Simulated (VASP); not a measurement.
# InPd (Pm-3m) in VASP: a series of runs

Runs on InPd. Level: r2SCAN. Tasks: single point.

Program: VASP 6.6.1. These are calculated values, not measurements. Logs are shortened: lines on timing, memory, paths and dates and some standing lists are left out, and cuts for length are marked.

### Step 1. The structure

Symmetry: Pm-3m, No. 221, cubic system. The conventional cell has a = 3.272 Å, b = 3.272 Å, c = 3.272 Å, α = 90.00°, β = 90.00°, γ = 90.00°. In (site symmetry m-3m) has 8 Pd at 2.83 Å as nearest neighbours. Pd (site symmetry m-3m) is surrounded by 8 In at 2.83 Å.

The cell comes from a database or a generator and needn't be the stable form of this composition.

### Step 2. Single point, r2SCAN

File INCAR:

```
  PREC = Accurate
  ENCUT = 400
  EDIFF = 1E-6
  ISMEAR = 0
  SIGMA = 0.15
  LREAL = F
  LASPH = T
  NELM = 100
  ALGO = Normal
  ISIF = 2
  LWAVE = F
  LCHARG = F
  METAGGA = R2SCAN
  LMIXTAU = T
  ADDGRID = F
```

File KPOINTS:

```
regular mesh
0
Gamma
  6 6 6
```

File POSCAR:

```
InPd
1.0
    3.2718847800      0.0000000000      0.0000000000
    0.0000000000      3.2718847800      0.0000000000
    0.0000000000      0.0000000000      3.2718847800
In Pd
1 1
Direct
    0.0076950000     -0.0345290000      0.0307480000
    0.5133770000      0.5169540000      0.5028010000
```

Potentials or basis: VASP PAW PBE potentials, release 64 (In_d, Pd).

On the command line:

```
$ cat potpaw_PBE.64/In_d/POTCAR potpaw_PBE.64/Pd/POTCAR > POTCAR
$ mpirun -np 1 vasp_std > vasp.out
```

OUTCAR:

```text
PREC = Accurate
   ENCUT = 400
   EDIFF = 1E-6
   ISMEAR = 0
   LREAL = F
   LASPH = T
   NELM = 100
   ISIF = 2
   METAGGA = R2SCAN

 Found    112 irreducible k-points:

 Following reciprocal coordinates:
            Coordinates               Weight
  0.000000  0.000000  0.000000      1.000000
  0.166667  0.000000  0.000000      2.000000
  0.000000  0.166667  0.000000      2.000000
  0.000000  0.000000  0.166667      2.000000
  0.333333  0.000000  0.000000      2.000000
  0.000000  0.333333  0.000000      2.000000
   k-points           NKPTS =    112   k-points in BZ     NKDIM =    112   number of bands    NBANDS=     15
   number of dos      NEDOS =    301   number of ions     NIONS =      2
   total plane-waves  NPLWV =  13824
   dimension x,y,z NGX =    24 NGY =   24 NGZ =   24
   dimension x,y,z NGXF=    48 NGYF=   48 NGZF=   48
   ions per type =               1   1
   NGX,Y,Z   is equivalent  to a cutoff of  12.19, 12.19, 12.19 a.u.
   NGXF,Y,Z  is equivalent  to a cutoff of  24.39, 24.39, 24.39 a.u.
 SYSTEM =  unknown system
   PREC   = accura    normal or accurate (medium, high low for compatibility)
   ISTART =      0    job   : 0-new  1-cont  2-samecut
   ICHARG =      2    charge: 1-file 2-atom 10-const
   ISPIN  =      1    spin polarized calculation?
   LNONCOLLINEAR =      F non collinear calculations
   LSORBIT =      F    spin-orbit coupling
   LASPH  =      T    aspherical Exc in radial PAW
   ENCUT  =  400.0 eV  29.40 Ry    5.42 a.u.   5.34  5.34  5.34*2*pi/ulx,y,z
   NELM   =    100;   NELMIN=  2; NELMDL= -5     # of ELM steps
   EDIFF  = 0.1E-05   stopping-criterion for ELM
   LREAL  =      F    real-space projection
   EDIFFG = 0.1E-04   stopping-criterion for IOM
   NSW    =      0    number of steps for IOM
   IBRION =     -1    ionic relax: 0-MD 1-quasi-New 2-CG
   NFREE  =      0    steps in history (QN), initial steepest desc. (CG)
   ISIF   =      2    stress and relaxation
   ISYM   =      2    0-nonsym 1-usesym 2-fastsym
   POTIM  = 0.5000    time-step for ionic-motion
   TEBEG  =    0.0;   TEEND  =   0.0 temperature during run
   PSTRESS=    0.0 pullay stress
   NELECT =      23.0000    total number of electrons
   NUPDOWN=      -1.0000    fix difference up-down
   EMIN   =  10.00;   EMAX   =-10.00  energy-range for DOS
   EFERMI =   0.00;   METHOD = LEGACY
   ISMEAR =     0;   SIGMA  =   0.15  broadening in eV -4-tet -1-fermi 0-gaus
   EFERMI_NEDOS =   21; number of points for ismear=-14 and -15
   IALGO  =     38    algorithm
   IMIX   =      4    mixing-type and parameters
     AMIX     =   0.40;   BMIX     =  1.00
     AMIX_MAG =   1.60;   BMIX_MAG =  1.00
  volume/ion in A,a.u.               =      17.51       118.18
  Fermi-wavevector in a.u.,A,eV,Ry     =   1.422938  2.688964 27.548447  2.024754
  Thomas-Fermi vector in A             =   2.543589
   LORBIT       =      0    0 simple, 1 ext, 2 COOP (PROOUT), +10 PAW based schemes
   METAGGA = R2SCAN    functional components
   LHFCALC =     F    Hartree Fock is set to
   AEXX    =    0.0000 exact exchange contribution
   IVDW    =     0    specifies the selected vdW correction
   LEPSILON=     F    determine dielectric tensor
   LRPA    =     F    only Hartree local field effects (RPA)
 non-spin polarized calculation
 Gauss-broadening in eV      SIGMA  =   0.15
  energy-cutoff  :      400.00
  volume of cell :       35.03
 maximum number of plane-waves:       655
 NGX is ok and might be reduce to    24
   NGX = 11   NGY = 11   NGZ = 11

 number of electron      23.0000015 magnetization

 Free energy of the ion-electron system (eV)
  ---------------------------------------------------
  ext. energy  EPLUGINS =         0.00000000
  ---------------------------------------------------
  free energy    TOTEN  =       -46.53502838 eV

  energy without entropy =      -46.52672885  energy(sigma->0) =      -46.53087861

 E-fermi :  10.4605     XC(G=0): -13.2341

 val. band max:       10.3399600741   @ k =  -0.3333   0.0000   0.3333
 cond. band min:      10.5290382740   @ k =   0.5000  -0.3333   0.3333
 fundamental gap:      0.1890781999
 Fermi energy:        10.4605089131

 k-point     1 :       0.0000    0.0000    0.0000
  band No.  band energies     occupation
      1      -5.1387      2.00000
      2      -5.1369      2.00000
      3      -4.7275      2.00000
      4      -4.7101      2.00000
      5      -4.7036      2.00000
      6      -0.0409      2.00000
      7       6.3247      2.00000
      8       6.3432      2.00000
      9       7.9482      2.00000
     10       7.9547      2.00000
     11       7.9596      2.00000
     12      14.9397      0.00000
     13      14.9789      0.00000
     14      15.0775      0.00000
     15      20.4091      0.00000

 k-point     2 :       0.1667    0.0000    0.0000
  band No.  band energies     occupation
      1      -5.1234      2.00000
      2      -5.0454      2.00000
      3      -4.7547      2.00000
      4      -4.7335      2.00000
      5      -4.7039      2.00000
      6       0.4203      2.00000
      7       6.3422      2.00000
      8       6.3874      2.00000
      9       7.6533      2.00000
     10       7.6820      2.00000
     11       7.9482      2.00000
     12      12.5161      0.00000
     13      15.8438      0.00000
     14      15.9174      0.00000
     15      20.7291      0.00000

 k-point     3 :       0.0000    0.1667    0.0000
  band No.  band energies     occupation
      1      -5.1239      2.00000
      2      -5.0457      2.00000
      3      -4.7452      2.00000
      4      -4.7387      2.00000
      5      -4.7067      2.00000
      6       0.4180      2.00000
      7       6.3519      2.00000
      8       6.3751      2.00000
      9       7.6590      2.00000
     10       7.6674      2.00000
     11       7.9395      2.00000
     12      12.5937      0.00000
     13      15.8051      0.00000
     14      15.8331      0.00000
     15      20.8458      0.00000

 k-point     4 :       0.0000    0.0000    0.1667
  band No.  band energies     occupation
      1      -5.1236      2.00000
      2      -5.0454      2.00000
      3      -4.7496      2.00000
      4      -4.7392      2.00000
      5      -4.7030      2.00000
      6       0.4196      2.00000
      7       6.3442      2.00000
      8       6.3848      2.00000
      9       7.6533      2.00000
     10       7.6795      2.00000
     11       7.9454      2.00000
     12      12.5390      0.00000
     13      15.8146      0.00000
     14      15.9117      0.00000
     15      20.7450      0.00000

 k-point     5 :       0.3333    0.0000    0.0000
  band No.  band energies     occupation
      1      -5.0953      2.00000
      2      -4.8602      2.00000
      3      -4.8088      2.00000
      4      -4.7929      2.00000
      5      -4.6911      2.00000
      6       1.7760      2.00000
      7       5.8901      2.00000
      8       6.3788      2.00000
      9       7.1696      2.00000
     10       7.2181      2.00000
     11       7.9307      2.00000
     12       9.8242      2.00000
     13      17.9532      0.00000
     14      18.0319      0.00000
     15      20.7265      0.00000

 k-point     6 :       0.0000    0.3333    0.0000
  band No.  band energies     occupation
      1      -5.0939      2.00000
      2      -4.8644      2.00000
      3      -4.7986      2.00000
      4      -4.7955      2.00000
      5      -4.6937      2.00000
      6       1.7648      2.00000
      7       5.8968      2.00000
      8       6.3722      2.00000
      9       7.1708      2.00000
     10       7.1890      2.00000
     11       7.9087      2.00000
     12       9.8803      2.00000
     13      17.9652      0.00000
     14      17.9810      0.00000
     15      20.7967      0.00000

 [... further k-points ...]

------------------------ aborting loop because EDIFF is reached ----------------------------------------

  FORCE on cell =-STRESS in cart. coord.  units (eV):
  Direction    XX          YY          ZZ          XY          YZ          ZX
  --------------------------------------------------------------------------------------
  -------------------------------------------------------------------------------------
  Total        0.5127868      0.2921231      0.4437085      0.0738503     -0.3530610     -0.0428235
  in kB       23.4559713     13.3623378     20.2961830      3.3780723    -16.1497691     -1.9588380
  external PRESSURE =      19.0381640 kB  Pullay stress =       0.0000000 kB

 VOLUME and BASIS-vectors are now :
 -----------------------------------------------------------------------------
  energy-cutoff  :      400.00
  volume of cell :       35.03
      direct lattice vectors                 reciprocal lattice vectors
     3.271884780  0.000000000  0.000000000     0.305634234  0.000000000  0.000000000
     0.000000000  3.271884780  0.000000000     0.000000000  0.305634234  0.000000000
     0.000000000  0.000000000  3.271884780     0.000000000  0.000000000  0.305634234

 POSITION                                       TOTAL-FORCE (eV/Angst)
 -----------------------------------------------------------------------------------
      0.02518      3.15891      0.10060         0.089238      0.711530     -0.420999
      1.67971      1.69141      1.64511        -0.089238     -0.711530      0.420999
 -----------------------------------------------------------------------------------
    total drift:                                0.001063      0.001865     -0.000346

  FREE ENERGIE OF THE ION-ELECTRON SYSTEM (eV)
  ---------------------------------------------------
  free  energy   TOTEN  =       -46.5350283767 eV

  energy  without entropy=      -46.5267288515  energy(sigma->0) =      -46.53087861
```

Wall time 50 s (1 thread of Intel Xeon 6975P-C (Granite Rapids), shared host); peak memory 0.17 GiB.

The run converged, but some of its settings lie outside the range that counts as converged, so its numbers aren't taken as properties of the crystal.

Results:

```
Free energy            : -46.5350 eV
Pressure               : 1.9 GPa
Largest force          : 0.832 eV/Å
Band gap on the k mesh : none (metal or under the smearing width)
```

Caveat: the PAW data sets were made with another functional, which shifts forces and pressure a little.

### Step 3. Single point, r2SCAN

Edit INCAR of step 2 so:

```diff
@@ -4,3 +4,3 @@
   ISMEAR = 0
-  SIGMA = 0.15
+  SIGMA = 0.4
   LREAL = F
```

KPOINTS is that of step 2.

File POSCAR:

```
InPd
1.0
    3.2718847800      0.0000000000      0.0000000000
    0.0000000000      3.2718847800      0.0000000000
    0.0000000000      0.0000000000      3.2718847800
In Pd
1 1
Direct
    0.0000000000      0.0000000000      0.0000000000
    0.5000000000      0.5000000000      0.5000000000
```

Potentials or basis: VASP PAW PBE potentials, release 64 (In_d, Pd).

On the command line:

```
$ cat potpaw_PBE.64/In_d/POTCAR potpaw_PBE.64/Pd/POTCAR > POTCAR
$ mpirun -np 1 vasp_std > vasp.out
```

It took 13 s on 1 thread of Intel Xeon 6975P-C (Granite Rapids), shared host; peak memory 0.14 GiB.

The run converged, but some of its settings lie outside the range that counts as converged, so its numbers aren't taken as properties of the crystal.

What came out:

| Quantity | Value |
| --- | --- |
| Free energy | -46.6447 eV |
| Pressure | 0.2 GPa |
| Band gap on the k mesh | none (metal or under the smearing width) |

Caveat: the PAW data sets were made with another functional, which shifts forces and pressure a little.

### Step 4. Single point, r2SCAN

INCAR is that of step 3.

KPOINTS is that of step 3.

File POSCAR:

```
InPd
1.0
    3.2718847800      0.0000000000      0.0000000000
    0.0000000000      3.2718847800      0.0000000000
    0.0000000000      0.0000000000      3.2718847800
In Pd
1 1
Direct
    0.0076950000     -0.0345290000      0.0307480000
    0.5133770000      0.5169540000      0.5028010000
```

On the command line:

```
$ cat potpaw_PBE.64/In_d/POTCAR potpaw_PBE.64/Pd/POTCAR > POTCAR
$ mpirun -np 1 vasp_std > vasp.out
```

Wall time 54 s (1 thread of Intel Xeon 6975P-C (Granite Rapids), shared host); peak memory 0.18 GiB.

These settings aren't checked as converged: the numbers below hold their error.

Results:

| Property | Result |
| --- | --- |
| Free energy | -46.5668 eV |
| Pressure | 2.1 GPa |
| Largest force | 0.837 eV/Å |
| Band gap on the k mesh | none (metal or under the smearing width) |

Caveat: the PAW data sets were made with another functional, which shifts forces and pressure a little.
